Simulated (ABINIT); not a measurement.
Runs of ABINIT 10.8.3 (patched build) on ScAl3. It takes space group Pm-3m (No. 221, cubic). Conventional cell: a = 4.088 Å, b = 4.088 Å, c = 4.088 Å, α = 90.00°, β = 90.00°, γ = 90.00°. Sc (site symmetry m-3m) is surrounded by 12 Al at 2.89 Å. Around Al (site symmetry 4/mmm) lie 4 Sc at 2.89 Å and 8 Al at 2.89 Å. The cell is a database's computed one.

```csv
task,level,potentials or basis,cutoff (eV),fine-grid cutoff,gap on the mesh (eV),pressure (GPa),V0 of scaled cells (Å³/atom),B0 (GPa)
band structure,SOGGA,JTH PAW PBE v2.0,408,816.342 eV,none,-1.5,-,-
equation of state,revPBE+D3,JTH PAW PBE v2.0,408,816.342 eV,-,-,16.64,89
equation of state,revPBE,JTH PAW PBE v2.0,408,816.342 eV,-,-,17.56,(b)
band structure,revPBE,JTH PAW PBE v2.0,408,816.342 eV,none,2.4,-,-
equation of state,LDA,JTH PAW LDA v2.0,544,1088.46 eV,-,-,16.38,(a)
```

Alike in all rows: no spin polarisation; cell as given; k mesh 7 × 7 × 7; smearing fermi-dirac 0.05 eV.

Estimate the missing entries.

(a) 97; (b) 85.

Caveats: the PAW data sets were made with another functional, which shifts forces and pressure a little (some runs); pressures at fixed basis lie under the slope of the energies (some runs).

A gap of «none» marks a metal or a gap under the smearing width.

Runs at the PBE level aren't shown here.
